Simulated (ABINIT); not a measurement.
TiCo in ABINIT: the effect of functional

Crystal: TiCo.

```
CELL_PARAMETERS angstrom
2.98611 0.00000 0.00000
0.00000 2.98611 0.00000
0.00000 0.00000 2.98611
ATOMIC_POSITIONS crystal
Co 0.50000 0.50000 0.50000
Ti 0.00000 0.00000 0.00000
```

The cell comes from a database or a generator and needn't be the stable form of this composition.

Alike in all runs:

```yaml
Program: ABINIT 10.8.3 (patched build)
Task: single point
Potentials_or_basis: JTH PAW PBE v2.0
Cutoff: 844 eV
k_mesh: 9 × 9 × 9
Occupations: fermi-dirac, width 0.05 eV
Spin: collinear spin, ferromagnetic start
Starting_moments: "[2.0, 1.0] μB"
```

| functional | pressure (GPa) | moment (μB) |
| --- | --- | --- |
| LDA | -14.2 | 0.48 |
| PBEsol | -8.0 | 0.70 |
| RPBE | 3.8 | 0.84 |
| revPBE | 2.6 | 0.83 |
| PW91 | -1.1 | 0.81 |
| WC | ? | ? |

Question: What does the run with functional WC give?

Answer: Pressure -7.2 GPa; moment 0.74 μB.

Caveats: small starting moments can end in a higher magnetic state in this program; the PAW data sets were made with another functional, which shifts forces and pressure a little.

Runs at the PBE level aren't shown here.
